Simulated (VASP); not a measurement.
# WC (Fd-3m) in VASP: a series of runs, part 2 of 2

VASP 6.6.1.

**3. Relaxation of cell and atoms, LDA, target pressure 30 GPa, at which the enthalpy is minimised**

File INCAR:

```
SYSTEM = WC
ALGO = Normal
EDIFF = 1E-6
EDIFFG = -0.02
ENCUT = 600
IBRION = 2
ISIF = 3
ISMEAR = -1
LASPH = .TRUE.
LCHARG = .FALSE.
LREAL = .FALSE.
LWAVE = .FALSE.
NELM = 80
NSW = 60
PREC = Accurate
PSTRESS = 300
SIGMA = 0.05
```

File KPOINTS:

```
k-points
0
G
  6 6 6
  0 0 0
```

File POSCAR:

```
WC
1.0
    0.0000000000      2.8868000000      2.8868000000
    2.8868000000      0.0000000000      2.8868000000
    2.8868000000      2.8868000000      0.0000000000
W C
2 2
Direct
    0.5000000000      0.5000000000      0.5000000000
    0.7500000000      0.7500000000      0.7500000000
    0.0000000000      0.0000000000      0.0000000000
    0.2500000000      0.2500000000      0.2500000000
```

Potentials or basis: VASP PAW LDA potentials, release 64 (W_sv, C).

Run with:

```console
> cat potpaw_LDA.64/W_sv/POTCAR potpaw_LDA.64/C/POTCAR > POTCAR
> mpirun -np 1 vasp_std > vasp.out
```

OUTCAR:

```text
SYSTEM = WC
   EDIFF = 1E-6
   EDIFFG = -0.02
   ENCUT = 600
   IBRION = 2
   ISIF = 3
   ISMEAR = -1
   LASPH = .TRUE.
   LREAL = .FALSE.
   NELM = 80
   NSW = 60
   PREC = Accurate
   PSTRESS = 300

 ion  position               nearest neighbor table
   1  0.500  0.500  0.500-   4 2.50   4 2.50   4 2.50   2 2.50   2 2.50   2 2.50   4 2.50   2 2.50

   2  0.750  0.750  0.750-   1 2.50   1 2.50   1 2.50   3 2.50   3 2.50   3 2.50   3 2.50   1 2.50

   3  0.000  0.000  0.000-   2 2.50   2 2.50   2 2.50   2 2.50
   4  0.250  0.250  0.250-   1 2.50   1 2.50   1 2.50   1 2.50

  LATTYP: Found a face centered cubic cell.
 ALAT       =     5.7736000000

  Lattice vectors:

 A1 = (   0.0000000000,   2.8868000000,   2.8868000000)
 A2 = (   2.8868000000,   0.0000000000,   2.8868000000)
 A3 = (   2.8868000000,   2.8868000000,   0.0000000000)

Analysis of symmetry for initial positions (statically):
=====================================================================
 Subroutine PRICEL returns:
 Original cell was already a primitive cell.

 Routine SETGRP: Setting up the symmetry group for a
 face centered cubic supercell.

 Subroutine GETGRP returns: Found 48 space group operations
 (whereof 24 operations were pure point group operations)
 out of a pool of 48 trial point group operations.

The static configuration has the point symmetry T_d .
 The point group associated with its full space group is O_h .

Analysis of symmetry for dynamics (positions and initial velocities):
=====================================================================
 Subroutine PRICEL returns:
 Original cell was already a primitive cell.

 Routine SETGRP: Setting up the symmetry group for a
 face centered cubic supercell.

 Subroutine GETGRP returns: Found 48 space group operations
 (whereof 24 operations were pure point group operations)
 out of a pool of 48 trial point group operations.

The dynamic configuration has the point symmetry T_d .
 The point group associated with its full space group is O_h .

 Subroutine INISYM returns: Found 48 space group operations
 (whereof 24 operations are pure point group operations),
 and found     1 'primitive' translations

[... 92 lines left out ...]
   NSW    =     60    number of steps for IOM
   IBRION =      2    ionic relax: 0-MD 1-quasi-New 2-CG
   NFREE  =      1    steps in history (QN), initial steepest desc. (CG)
   ISIF   =      3    stress and relaxation
   ISYM   =      2    0-nonsym 1-usesym 2-fastsym
   POTIM  = 0.5000    time-step for ionic-motion
   TEBEG  =    0.0;   TEEND  =   0.0 temperature during run
   PSTRESS=  300.0 pullay stress
   NELECT =      36.0000    total number of electrons
   NUPDOWN=      -1.0000    fix difference up-down
   EMIN   =  10.00;   EMAX   =-10.00  energy-range for DOS
   EFERMI =   0.00;   METHOD = LEGACY
   ISMEAR =    -1;   SIGMA  =   0.05  broadening in eV -4-tet -1-fermi 0-gaus
   EFERMI_NEDOS =   21; number of points for ismear=-14 and -15
   IALGO  =     38    algorithm
   IMIX   =      4    mixing-type and parameters
     AMIX     =   0.40;   BMIX     =  1.00
     AMIX_MAG =   1.60;   BMIX_MAG =  1.00
  volume/ion in A,a.u.               =      12.03        81.17
  Fermi-wavevector in a.u.,A,eV,Ry     =   1.486217  2.808543 30.053117  2.208842
  Thomas-Fermi vector in A             =   2.599531
   LORBIT       =      0    0 simple, 1 ext, 2 COOP (PROOUT), +10 PAW based schemes
   GGA     = CA    functional components
   LHFCALC =     F    Hartree Fock is set to
   AEXX    =    0.0000 exact exchange contribution
   IVDW    =     0    specifies the selected vdW correction
   LEPSILON=     F    determine dielectric tensor
   LRPA    =     F    only Hartree local field effects (RPA)
 conjugate gradient relaxation of ions
 non-spin polarized calculation
  energy-cutoff  :      600.00
  volume of cell :       48.11
 maximum number of plane-waves:      1639
 NGX is ok and might be reduce to    36
   NGX = 17   NGY = 17   NGZ = 17

--------------------------------------- Ionic step        1  -------------------------------------------

 number of electron      36.0000000 magnetization

 Free energy of the ion-electron system (eV)
  ---------------------------------------------------
  ext. energy  EPLUGINS =         0.00000000
  ---------------------------------------------------
  free energy    TOTEN  =       -39.14624022 eV

  energy without entropy =      -39.13935526  energy(sigma->0) =      -39.14279774

 E-fermi :   9.4489     XC(G=0): -13.2237

 val. band max:        9.2796404146   @ k =   0.5000   0.1667   0.0000
 cond. band min:       9.5551812879   @ k =  -0.3333   0.3333   0.0000
 fundamental gap:      0.2755408733
 Fermi energy:         9.4488559655

 k-point     1 :       0.0000    0.0000    0.0000
  band No.  band energies     occupation
      1     -64.1484      2.00000
      2     -63.7868      2.00000
      3     -29.0440      2.00000
      4     -29.0440      2.00000
      5     -29.0440      2.00000
      6     -28.0512      2.00000
[... 548 lines left out ...]
--------------------------------------- Ionic step        5  -------------------------------------------

 number of electron      35.9999998 magnetization

 Free energy of the ion-electron system (eV)
  ---------------------------------------------------
  ext. energy  EPLUGINS =         0.00000000
  ---------------------------------------------------
  free energy    TOTEN  =       -38.87384483 eV

  energy without entropy =      -38.86609571  energy(sigma->0) =      -38.86997027

 E-fermi :  11.3364     XC(G=0): -13.9256

 val. band max:       11.2065232272   @ k =   0.5000   0.1667   0.0000
 cond. band min:      11.3837930376   @ k =  -0.3333   0.3333   0.0000
 fundamental gap:      0.1772698104
 Fermi energy:        11.3363840274

 k-point     1 :       0.0000    0.0000    0.0000
  band No.  band energies     occupation
      1     -62.2654      2.00000
      2     -61.6702      2.00000
      3     -27.3863      2.00000
      4     -27.3863      2.00000
      5     -27.3863      2.00000
      6     -25.9861      2.00000
[... 424 lines left out ...]
  energy  without entropy=      -38.8660957137  energy(sigma->0) =      -38.86997027

  enthalpy is  TOTEN    =       -30.9744104334 eV   P V=        7.8994344012

 reached required accuracy - stopping structural energy minimisation
```

OSZICAR:

```text
N       E                     dE             d eps       ncg     rms          rms(c)
DAV:   1     0.385151123217E+03    0.38515E+03   -0.23655E+04   704   0.203E+03
DAV:   2    -0.200877675165E+02   -0.40524E+03   -0.39877E+03   766   0.542E+02
DAV:   3    -0.402081363166E+02   -0.20120E+02   -0.19784E+02   942   0.104E+02
[... 49 lines left out ...]
DAV:   3    -0.388741830252E+02    0.16683E-02   -0.50218E-03   828   0.401E-01    0.116E-01
DAV:   4    -0.388738382967E+02    0.34473E-03   -0.11702E-03   740   0.333E-01    0.152E-01
DAV:   5    -0.388738609398E+02   -0.22643E-04   -0.12882E-04   926   0.862E-02    0.343E-02
DAV:   6    -0.388738450969E+02    0.15843E-04   -0.49521E-05   860   0.462E-02    0.991E-03
DAV:   7    -0.388738448347E+02    0.26220E-06   -0.28318E-06   652   0.135E-02
   5 F= -.30974410E+02 E0= -.30970536E+02  d E =-.837464E+00
```

Run time: 75 s. Hardware: 1 thread of Intel Xeon Platinum 8488C (Sapphire Rapids), shared host; peak memory 0.19 GiB.

What came out:

```
Free energy                                            : -38.8738 eV
Relaxed volume                                         : 10.55 Å³/atom
Relaxed cell                                           : a = 3.908 Å, b = 3.908 Å, c = 3.908 Å, α = 60.00°, β = 60.00°, γ = 60.00°
Space group after relaxing (to 0.05 Å)                 : Fd-3m (No. 227)
Energy change on relaxing (the enthalpy is what falls) : +68.1 meV/atom
Ionic steps                                            : 5
Pressure after relaxing                                : 30.0 GPa
Band gap on the k mesh                                 : none (metal or under the smearing width)
```

The path:
```tsv
step	energy change (eV)	largest force (eV/Å)	pressure (GPa)	volume (Å³)
1	0.0000	0.0000	-10.73	48.11
2	10.4457	0.0000	297.30	29.81
3	0.1410	0.0000	22.78	42.99
4	0.2282	0.0000	27.72	42.43
5	0.2724	0.0000	30.01	42.19
```

Final structure:
```
W C
1.0
     0.00000    2.76303    2.76303
     2.76303    0.00000    2.76303
     2.76303    2.76303    0.00000
W C
2 2
Cartesian
  2.7630 2.7630 2.7630
  4.1445 4.1445 4.1445
  0.0000 0.0000 0.0000
  1.3815 1.3815 1.3815
```

Levels at points of the mesh, in eV from the Fermi level:
| k point | band 14 | band 15 | band 16 | band 17 | band 18 | band 19 | band 20 | band 21 | band 22 |
| --- | --- | --- | --- | --- | --- | --- | --- | --- | --- |
| (0.00, 0.00, 0.00) | -4.23 | -4.23 | -3.34 | -3.34 | -3.34 | 1.71 | 1.71 | 1.71 | 2.42 |
| (0.50, 0.00, 0.00) | -4.00 | -4.00 | -2.57 | 0.72 | 0.72 | 1.69 | 1.69 | 1.86 | 2.91 |
| (0.50, 0.50, 0.00) | -4.58 | -1.83 | -1.83 | -0.53 | -0.53 | -0.18 | -0.18 | 0.30 | 0.30 |

Caveat: the cell is relaxed towards a set pressure, so the enthalpy falls and the energy may rise. Spin-orbit coupling is left out, which matters for the levels of W.
